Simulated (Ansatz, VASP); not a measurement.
# Ru in VASP and in Ansatz

Contents of INCAR:

```
  ALGO = Normal
  EDIFF = 1E-6
  ENCUT = 520
  GGA = PS
  ISIF = 2
  ISMEAR = -1
  LASPH = T
  LCHARG = F
  LREAL = F
  LWAVE = F
  NBANDS = 21
  NELM = 60
  PREC = Accurate
  SIGMA = 0.03
```

File KPOINTS:

```
k-points
0
Gamma
  14 14 8
```

Contents of POSCAR:

```
Ru
1.0
    2.7057993342      0.0000000000      0.0000000000
   -1.3528996671      2.3432909610      0.0000000000
    0.0000000000      0.0000000000      4.1534430000
Ru
2
Direct
    0.3333333333      0.6666666667      0.2500000000
    0.6666666667      0.3333333333      0.7500000000
```

Input for Ansatz:

```yaml
crystal:
  lattice:
    - [2.7057993342, 0.0, 0.0]
    - [-1.3528996671, 2.343290961, 0.0]
    - [0.0, 0.0, 4.153443]
  atoms:
    - { symbol: Ru, position: [0.3333333333, 0.6666666667, 0.25] }
    - { symbol: Ru, position: [0.6666666667, 0.3333333333, 0.75] }
kpoints:
  mp_grid: { grid: [14, 14, 8] }
  band_path:
    path:
      - [0.0, 0.0, 0.0]
      - [0.5, 0.0, 0.0]
      - [0.3333333333, 0.3333333333, 0.0]
      - [0.0, 0.0, 0.0]
      - [0.0, 0.0, 0.5]
      - [0.5, 0.0, 0.5]
      - [0.3333333333, 0.3333333333, 0.5]
      - [0.0, 0.0, 0.5]
      - [0.5, 0.0, 0.5]
    npoints: 5
scf:
  occupations: { method: fermi_dirac, width: 0.03 }
hamiltonian:
  xc: pbesol
  pseudopotentials: { kind: all_electron, lapw: { basis_error: 0.0005 } }
output:
  forces: true
  stress: true
  eigenvalues: true
```

Change from the starting cell: zz strain of -3 %.

Alike in both runs: task single point; functional PBEsol; k mesh 14 × 14 × 8; occupations fermi-dirac, width 0.03 eV; no spin polarisation.

```csv
,VASP,Ansatz
version,VASP 6.6.1,Ansatz 0.2.0
potentials or method,"VASP PAW PBE potentials, release 64 (Ru_pv)","all-electron LAPW, scalar-relativistic"
plane-wave cutoff (eV),520,see its input
```

Ansatz gave:

| Property | Result |
| --- | --- |
| pressure (GPa) | 4.9 |
| largest component of the traceless stress (GPa) | 9.59 |

Which values does VASP return?

Pressure (GPa): 5.0; largest component of the traceless stress (GPa): 9.61.

Ansatz ran all-electron here, so the differences hold the error of VASP's frozen core and of both bases.

Caveats: the PAW data sets were made with another functional, which shifts forces and pressure a little (VASP).
